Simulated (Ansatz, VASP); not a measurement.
**One calculation of CaSe, two programs**

INCAR

```
  ALGO = Normal
  EDIFF = 1E-7
  ENCUT = 520
  GGA = PE
  ISIF = 2
  ISMEAR = -1
  LASPH = T
  LCHARG = F
  LREAL = F
  LWAVE = F
  NBANDS = 15
  NELM = 60
  PREC = Accurate
  SIGMA = 0.01
```

File KPOINTS:

```
k-points
0
Gamma
  7 7 7
```

File POSCAR:

```
CaSe
1.0
    0.0000000000      2.9560000000      2.9560000000
    2.9560000000      0.0000000000      2.9560000000
    2.9560000000      2.9560000000      0.0000000000
Ca Se
1 1
Direct
   -0.0050744249      0.0050744249      0.0050744249
    0.5000000000      0.5000000000      0.5000000000
```

Input for Ansatz:

```yaml
crystal:
  lattice:
    - [0.0, 2.956, 2.956]
    - [2.956, 0.0, 2.956]
    - [2.956, 2.956, 0.0]
  atoms:
    - { symbol: Ca, position: [-0.0050744249, 0.0050744249, 0.0050744249] }
    - { symbol: Se, position: [0.5, 0.5, 0.5] }
kpoints:
  mp_grid: { grid: [7, 7, 7] }
scf:
  occupations: { method: fermi_dirac, width: 0.01 }
hamiltonian:
  xc: pbe
  pseudopotentials: { kind: all_electron, lapw: { basis_error: 0.001 } }
output:
  forces: true
  stress: true
  eigenvalues: true
```

Alike in both runs: task single point; functional PBE; k mesh 7 × 7 × 7; occupations fermi-dirac, width 0.01 eV; no spin polarisation.

|  | VASP | Ansatz |
| --- | --- | --- |
| version | VASP 6.6.1 | Ansatz 0.2.0 |
| potentials or method | VASP PAW PBE potentials, release 64 (Ca_sv, Se) | all-electron LAPW, scalar-relativistic |
| plane-wave cutoff (eV) | 520 | see its input |

Ansatz gave:

- gap on the k mesh at the Fermi level (eV): 2.09
- pressure (GPa): 1.2
- rms of the force components (eV/Å): 0.054

Task: Estimate VASP's values.

Result: gap on the k mesh at the Fermi level (eV): 2.08; pressure (GPa): 1.4; rms of the force components (eV/Å): 0.055.

Atom by atom the forces differ by 0.001 eV/Å (rms over components). Ansatz ran all-electron here, so the differences hold the error of VASP's frozen core and of both bases.

Caveats: an odd mesh through Γ misses points on the zone boundary, where band edges often lie.
